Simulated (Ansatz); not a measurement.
Reaction (cleavage of the Si–Si bond): `BN[SiH2][SiH3]` + `N=C(N)O` → `N=C(N)O[SiH3]` + `BN[SiH3]`

Gas-phase electronic energies from Ansatz, PBE0-D4/def2-TZVP geometries. CCSD(T)/CBS adds triple-zeta CCSD(T) − MP2 to the extrapolated MP2 energy (def2 sets, frozen cores). Functionals use def2-TZVPP. One conformer a species, not always the lowest.

Q: Is it downhill or uphill in electronic energy at CCSD(T)/CBS, and by how much? (Best estimate.)

A: Computed: Downhill: ΔE = -84.2 kJ/mol.

Q: What do these levels give: LDA (SPW92), r2SCANh-D4, RPA@PBE/def2-TZVPP, HF/def2-SVP, HF/CBS(def2), MP2/CBS(def2)? (Best estimate.)

A: Computed: LDA (SPW92) -63.3, r2SCANh-D4 -77.2, RPA@PBE/def2-TZVPP -86.3, HF/def2-SVP -90.5, HF/CBS(def2) -105.0, MP2/CBS(def2) -91.9 kJ/mol.

Largest T1 diagnostic among the species: 0.013.

From PBE to PBE0 (25 % exact exchange), in def2-TZVPP and without D4, ΔE moves by −6.6 kJ/mol. In def2-TZVPP, CCSD(T) changes the Hartree–Fock value by +18.5 kJ/mol (the triples alone add +1.9 kJ/mol) and MP2 by +10.8 kJ/mol. Leaving LDA and LC-ωPBE aside and taking each functional with its dispersion term where it has one, the values, not all of them listed here, spread over 32.4 kJ/mol, from BHLYP-D4 to PBE-D4. LDA lies −5.0 kJ/mol from PBE without D4.
